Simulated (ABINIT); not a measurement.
# C (Fd-3m) in ABINIT: further runs, part 2 of 2

ABINIT 10.8.3 (patched build). Earlier steps stand in the parts before.

**4. Equation of state, RPBE**

run.abi

```
ndtset 7
getwfk -1
scalecart1 3*0.9795861087
scalecart2 3*0.9864848297
scalecart3 3*0.9932883884
scalecart4 3*1.0000000000
scalecart5 3*1.0066227096
scalecart6 3*1.0131594038
scalecart7 3*1.0196128224

pp_dirpath "./"
pseudos "C.GGA_PBE-JTH.xml"

acell 2.5220660407 2.5220660407 2.5220660407 Angstrom
rprim
     0.0000000000     0.7071067812     0.7071067812
     0.7071067812     0.0000000000     0.7071067812
     0.7071067812     0.7071067812     0.0000000000
ntypat 1
znucl 6
natom 2
typat 1 1
xred
     0.7500000000     0.7500000000     0.7500000000
     0.5000000000     0.5000000000     0.5000000000

ecut 544.227725 eV
pawecutdg 40.0

kptopt 1
ngkpt 13 13 13
nshiftk 1
shiftk 0.0 0.0 0.0

ixc 15

nband 8
occopt 3
tsmear 0.00183747

nstep 100
tolvrs 1.0e-9

iomode 3
prtwf 1
prtden 0
prteig 0
prtebands 0
enunit 1
```

Potentials or basis: JTH PAW PBE v2.0.

Started as:

```
$ abinit run.abi > log 2>&1
```

run.abo:

```text
.Version 10.8.3 of ABINIT
 DATASET    1 : space group Fd -3 m (#227); Bravais cF (face-center cubic)
================================================================================
 Values of the parameters that define the memory need for DATASET  1.
     intxc =       0    ionmov =       0      iscf =      17    lmnmax =       8
     lnmax =       4     mgfft =      20  mpssoang =       2    mqgrid =    3001
     natom =       2  nloc_mem =       2    nspden =       1   nspinor =       1
    nsppol =       1      nsym =      48    n1xccc =       1    ntypat =       1
    occopt =       3   xclevel =       2
       mpw =         322          nfft =        8000          nkpt =          84
 PAW method is used; the additional fine FFT grid is defined by:
   mgfftf=        30    nfftf =     27000
================================================================================
================================================================================
[... 71 lines left out ...]
 DATASET    7 : space group Fd -3 m (#227); Bravais cF (face-center cubic)
================================================================================
 Values of the parameters that define the memory need for DATASET  7.
     intxc =       0    ionmov =       0      iscf =      17    lmnmax =       8
     lnmax =       4     mgfft =      20  mpssoang =       2    mqgrid =    3001
     natom =       2  nloc_mem =       2    nspden =       1   nspinor =       1
    nsppol =       1      nsym =      48    n1xccc =       1    ntypat =       1
    occopt =       3   xclevel =       2
       mpw =         356          nfft =        8000          nkpt =          84
 PAW method is used; the additional fine FFT grid is defined by:
   mgfftf=        30    nfftf =     27000
================================================================================
================================================================================

--------------------------------------------------------------------------------
------------- Echo of variables that govern the present computation ------------
--------------------------------------------------------------------------------
 -outvars: echo values of preprocessed input variables --------
            acell      4.7660140884E+00  4.7660140884E+00  4.7660140884E+00 Bohr
              amu      1.20110000E+01
             ecut      2.00000000E+01 Hartree
           enunit           1
           getwfk          -1
                       outvar_i_n : Printing only first  50 k-points.
              ixc          15
[... 143 lines left out ...]
 Spheres core radius: rc_sph= 1.50736703
 Shapefunction is SIN type: shapef(r)=[sin(pi*r/rshp)/(pi*r/rshp)]**2
 Radius for shape functions =  1.30052589
 Compensation charge density is not taken into account in XC energy/potential

   6.99883411E+01                                ecore*ucvol(ha*bohr**3)
--------------------------------------------------------------------------------

[... 1214 lines left out ...]
-Cartesian components of stress tensor (GPa)         [Pressure= -1.6168E+01 GPa]
- sigma(1 1)=  1.61680650E+01  sigma(3 2)=  0.00000000E+00
- sigma(2 2)=  1.61680650E+01  sigma(3 1)=  0.00000000E+00
- sigma(3 3)=  1.61680650E+01  sigma(2 1)=  0.00000000E+00

== END DATASET(S) ==============================================================
================================================================================

 -outvars: echo values of variables after computation  --------
            acell      4.7660140884E+00  4.7660140884E+00  4.7660140884E+00 Bohr
           etotal1    -1.1453853757E+01
           etotal2    -1.1455596254E+01
           etotal3    -1.1456756454E+01
           etotal4    -1.1457379030E+01
           etotal5    -1.1457558189E+01
           etotal6    -1.1457307654E+01
           etotal7    -1.1456650077E+01
            fcart1     8.1563563859E-28 -1.4681441495E-27  1.4681441495E-27
                      -8.1563563859E-28  1.4681441495E-27 -1.4681441495E-27
            fcart2    -9.7191804752E-28  1.2958907300E-27  1.6198634125E-27
                       9.7191804752E-28 -1.2958907300E-27 -1.6198634125E-27
            fcart3     1.6087681094E-27 -2.2522753531E-27 -3.2175362187E-28
                      -1.6087681094E-27  2.2522753531E-27  3.2175362187E-28
            fcart4     1.7577677509E-27 -1.1185794779E-27 -2.0773618875E-27
                      -1.7577677509E-27  1.1185794779E-27  2.0773618875E-27
            fcart5     6.3498296528E-28  0.0000000000E+00 -6.3498296528E-28
                      -6.3498296528E-28  0.0000000000E+00  6.3498296528E-28
[... 38 lines left out ...]
                       0.0000000000E+00  0.0000000000E+00  0.0000000000E+00
           xangst1     2.6204467180E+00  2.6204467180E+00  2.6204467180E+00
                       1.7469644787E+00  1.7469644787E+00  1.7469644787E+00
           xangst2     2.6389011761E+00  2.6389011761E+00  2.6389011761E+00
                       1.7592674508E+00  1.7592674508E+00  1.7592674508E+00
           xangst3     2.6571010699E+00  2.6571010699E+00  2.6571010699E+00
                       1.7714007132E+00  1.7714007132E+00  1.7714007132E+00
           xangst4     2.6750550000E+00  2.6750550000E+00  2.6750550000E+00
                       1.7833700000E+00  1.7833700000E+00  1.7833700000E+00
           xangst5     2.6927711124E+00  2.6927711124E+00  2.6927711124E+00
                       1.7951807416E+00  1.7951807416E+00  1.7951807416E+00
           xangst6     2.7102571290E+00  2.7102571290E+00  2.7102571290E+00
                       1.8068380860E+00  1.8068380860E+00  1.8068380860E+00
           xangst7     2.7275203786E+00  2.7275203786E+00  2.7275203786E+00
                       1.8183469191E+00  1.8183469191E+00  1.8183469191E+00
             xred      7.5000000000E-01  7.5000000000E-01  7.5000000000E-01
                       5.0000000000E-01  5.0000000000E-01  5.0000000000E-01
 Calculation completed.
```

Run time: 32 s. Hardware: 1 thread of Arm Neoverse V1, shared host; peak memory 0.11 GiB.

Results:

- Equilibrium volume: 5.77 Å³/atom
- Bulk modulus: 422 GPa
- Pressure derivative of the bulk modulus: 4.1 (rough: it moves with the points fitted)

Energy against volume, from the lowest point:
| volume (Å³/atom) | energy (meV/atom) |
| --- | --- |
| 5.332 | 50.40 |
| 5.445 | 26.69 |
| 5.558 | 10.91 |
| 5.672 | 2.44 |
| 5.785 | 0.00 |
| 5.899 | 3.41 |
| 6.012 | 12.36 |

Caveat: pressures at fixed basis lie under the slope of the energies; the PAW data sets were made with another functional, which shifts forces and pressure a little; the atomic spheres overlap.

**5. The runs side by side**

| task | level | potentials or basis | cutoff (eV) | fine-grid cutoff | V0 of scaled cells (Å³/atom) | B0 (GPa) |
| --- | --- | --- | --- | --- | --- | --- |
| equation of state | revPBE | PseudoDojo NC SR PBE v0.4.1 standard | 1116 | - | 5.72 | 427 |
| band structure | SCAN | SG15 NC PBE v1.2 | 1333 | - | - | - |
| equation of state | RPBE | JTH PAW PBE v2.0 | 544 | 1088.46 eV | 5.77 | 422 |

Alike in all rows: no spin polarisation; cell as given; k mesh 13 × 13 × 13; smearing fermi-dirac 0.05 eV.

Caveats: pressures at fixed basis lie under the slope of the energies (some runs); the potentials were made for another functional, which shifts forces and pressure (some runs); a meta-GGA on norm-conserving files made for a GGA shifts volumes by about 1 % (some runs); the PAW data sets were made with another functional, which shifts forces and pressure a little (some runs); the atomic spheres overlap (some runs).

Absolute energies hang on the potentials; compare differences alone.

**6. Comparison with measurements**

Step 2. Against the measured bulk modulus of C, 444.8 GPa (quoted in “Equation of state of cubic boron nitride at high pressures and temperatures”, 2007, arxiv:cond-mat/0702656), the calculated 427 GPa is off by -4.0 %. 3 values of this kind are on record (442 to 444.8 GPa); this one was drawn at random among those near their median, those with a stated uncertainty first. The fit is for a static lattice scaled at fixed shape and fixed fractional positions.

Step 4. Against the measured bulk modulus of C, 442 GPa (quoted in “Equation of state of cubic boron nitride at high pressures and temperatures”, 2007, arxiv:cond-mat/0702656), the calculated 422 GPa is off by -4.6 %. 3 values of this kind are on record (442 to 444.8 GPa); this one was drawn at random among those near their median, those with a stated uncertainty first. The fit is for a static lattice scaled at fixed shape and fixed fractional positions. The cell as given is a measured one (5.67 Å³/atom); RPBE puts the equilibrium volume +1.8 % from it, thermal expansion not counted.
